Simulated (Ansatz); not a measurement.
# PtS2: the cost of one run

Computed with Ansatz 0.2.0 (DFT LDA+D3(BJ), scalar-relativistic, plane waves, PAW, unless a step's input says otherwise).

The COD entry's cell or inner coordinates are ideal or old and differ from later refinements, so a difference from it is no clean test against experiment.

7 further runs of the same task are left out: 7 set aside as unsound or not needed.

## 1. The structure to begin with

It takes space group P-3m1 (No. 164, trigonal). The conventional cell has a = 3.543 Å, b = 3.543 Å, c = 5.039 Å, α = 90.00°, β = 90.00°, γ = 120.00°. Pt (site symmetry -3m) has 6 S at 2.40 Å as nearest neighbours. S (site symmetry 3m) has 3 Pt at 2.40 Å as nearest neighbours.

Structure file:

```cif
data_structure
_symmetry_space_group_name_H-M 'P-3m1'
_symmetry_Int_Tables_number 164
_cell_length_a 3.5432
_cell_length_b 3.5432
_cell_length_c 5.0388
_cell_angle_alpha 90.000
_cell_angle_beta 90.000
_cell_angle_gamma 120.000
_cell_volume 54.78
loop_
_atom_site_label
_atom_site_type_symbol
_atom_site_symmetry_multiplicity
_atom_site_Wyckoff_symbol
_atom_site_fract_x
_atom_site_fract_y
_atom_site_fract_z
_atom_site_occupancy
Pt1 Pt 1 a 0.00000 0.00000 0.00000 1
S1 S 2 d 0.33333 0.66667 0.25000 1
```

Source of the structure: the Crystallography Open Database.

## 7. Setting up the map

The energy is mapped over two normal modes frozen in (zone-centre modes of the cell shown).

The axes are (1) amplitude of mode 4 (302 cm⁻¹), largest displacement: 7 values from −0.167 Å; (2) amplitude of mode 6 (328 cm⁻¹), largest displacement: 7 values from −0.06 Å.

Nothing else is relaxed (the cell and all other modes fixed). Energies count from the relaxed high-symmetry cell. Points are written as (first, second).

Displacement patterns for an amplitude of 1 (Å):

| atom | x1 | y1 | z1 | x2 | y2 | z2 |
| --- | --- | --- | --- | --- | --- | --- |
| Pt1 | 0.000 | 0.000 | 0.000 | -0.329 | 0.000 | 0.000 |
| S2 | 1.000 | 0.000 | 0.000 | 1.000 | 0.000 | 0.000 |
| S3 | -1.000 | 0.000 | 0.000 | 1.000 | 0.000 | 0.000 |

(The set-up runs are not shown.)

## 8. The run at (−0.056 Å, −0.06 Å)

Contents of input.yaml:

```yaml
crystal:
  lattice:
    - [3.5383835745, 0.0, 0.0]
    - [-1.7691917873, 3.0643300639, 0.0]
    - [0.0, 0.0, 4.2854730947]
  atoms:
    - { symbol: Pt, position: [0.0055733742, 0.0, 0.0] }
    - { symbol: S, position: [0.3006347868, 0.6666666667, 0.2760594049] }
    - { symbol: S, position: [0.6654514225, 0.3333333333, 0.7239405951] }
basis:
  ecutwfc: 420
kpoints:
  mp_grid: { grid: [15, 15, 10] }
hamiltonian:
  xc: lda
  pseudopotentials: { kind: paw, azcp: { folder: soft_1 } }
  dispersion: d3bj
scf:
  occupations: { method: gaussian, width: 0.15 }
output:
  forces: true
  stress: true
  eigenvalues: true
```

Started as:

```console
ansatz run input.yaml --threads 1 --pin off --max-ram 2048MiB --backend cpu --events-out ev --progress --plain --runs-dir out
```

**Question.** How long does this run take on 1 thread of Arm Neoverse V2, shared host, and how much memory does it need?

About 69 s, with a peak of 1.1 GiB.
